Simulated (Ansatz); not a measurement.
The system is Lu.

```xyz
1
Lattice="3.6460 0.0000 0.0000 -1.2153 3.4374 0.0000 -1.2153 -1.7187 2.9769" Properties=species:S:1:pos:R:3 pbc="T T T"
Lu    0.0000    0.0000    0.0000
```

This isn't the form of Lu at room conditions, which is hcp.

The cell isn't the ideal one: volume scaled by 1.25.

- Program: Ansatz 0.2.0
- Task: relaxation of cell and atoms
- Functional: BLYP
- Dispersion: D3(BJ)
- Potentials or basis: SSSP efficiency PAW
- Cutoff: 550 eV
- Density cutoff: 5497 eV
- k mesh: 10 × 10 × 10
- Occupations: gaussian, width 0.05 eV
- Spin: no spin polarisation

At the start: volume 37.31 Å³/atom.

How do energy, volume and symmetry change on relaxing?

Over 10 steps the energy falls by 375.5 meV/atom and the volume is 26.97 Å³/atom (-27.7 %); space group Im-3m (No. 229, to 0.05 Å).

Step by step:
```
step  energy change (eV)  largest force (eV/Å)  volume (Å³)
   1              0.0000                0.0000        37.31
   2             -0.2704                0.0000        32.11
   3             -0.3888                0.0000        27.43
   4             -0.3885                0.0000        27.48
   5             -0.3740                0.0000        27.48
   6             -0.3782                0.0000        26.95
   7             -0.3780                0.0000        27.00
   8             -0.3755                0.0000        27.00
   9             -0.3756                0.0000        26.97
  10             -0.3755                0.0000        26.97
```

Final structure:
```xyz
1
Lattice="3.2721 0.0000 0.0000 -1.0907 3.0850 0.0000 -1.0907 -1.5425 2.6717" Properties=species:S:1:pos:R:3 pbc="T T T"
Lu    0.0000    0.0000    0.0000
```

Caveat: the potentials were made for another functional, which shifts forces and pressure; the pressure holds a Pulay correction of +0.9 GPa for the finite cutoff; the cutoff lies under the one recommended for these potentials.
